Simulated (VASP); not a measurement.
The system is GaAs.

```xyz
2
Lattice="0.0000 2.8314 2.8314 2.8314 0.0000 2.8314 2.8314 2.8314 0.0000" Properties=species:S:1:pos:R:3 pbc="T T T"
Ga    0.0000    0.0000    0.0000
As    1.4157    1.4157    1.4157
```

Program: VASP 6.6.1. Alike in all runs: task band structure; no spin polarisation; cell as given; k mesh 10 × 10 × 10; cutoff (eV) 520; smearing gaussian 0.03 eV.

Problem. Order these runs on this cell by their band gap on the k mesh, lowest first.
A. level r2SCAN; potentials or basis VASP PAW PBE potentials, release 64 (Ga_d, As)
B. level TB-mBJ; potentials or basis VASP PAW PBE potentials, release 64 (Ga_d, As)
C. level LDA; potentials or basis VASP PAW LDA potentials, release 64 (Ga_d, As)

Solution. C (0.30 eV), A (0.96 eV), B (1.55 eV).

Runs at the PBE level aren't shown here.
